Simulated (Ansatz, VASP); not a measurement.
**Pd in VASP and in Ansatz**

```
CELL_PARAMETERS angstrom
3.60384 0.00000 0.00000
-1.80192 3.12102 0.00000
0.00000 0.00000 4.08868
ATOMIC_POSITIONS crystal
Pd 0.22540 0.00000 0.33333
Pd 0.00000 0.22540 0.66667
Pd 0.77460 0.77460 0.00000
```

Alike in both runs: task single point; functional PBE; k mesh 6 × 6 × 4; occupations gaussian, width 0.1 eV; no spin polarisation.

|  | VASP | Ansatz |
| --- | --- | --- |
| version | VASP 6.6.1 | Ansatz 0.2.0 |
| potentials or method | VASP PAW PBE potentials, release 64 (Pd) | scalar-relativistic, plane waves, PAW |
| plane-wave cutoff (eV) | 520 | 420 |
| valence electrons in the cell | 30 | 54 |

```tsv
	VASP	Ansatz	Ansatz less VASP
gap on the k mesh at the Fermi level (eV)	none	none	-
rms of the force components (eV/Å)	10.217	11.906	+1.6896
```

Atom by atom the forces differ by 1.690 eV/Å (rms over components). A gap of «none» marks a metal or a gap that the smearing closes. The two sets of potentials don't hold the same shells in valence.

Caveats: the k mesh is coarse (spacing up to 0.38 Å⁻¹), so the values aren't converged; forces of over 1 eV/Å show positions far from the minimum, so gaps and moduli don't describe the material at rest.
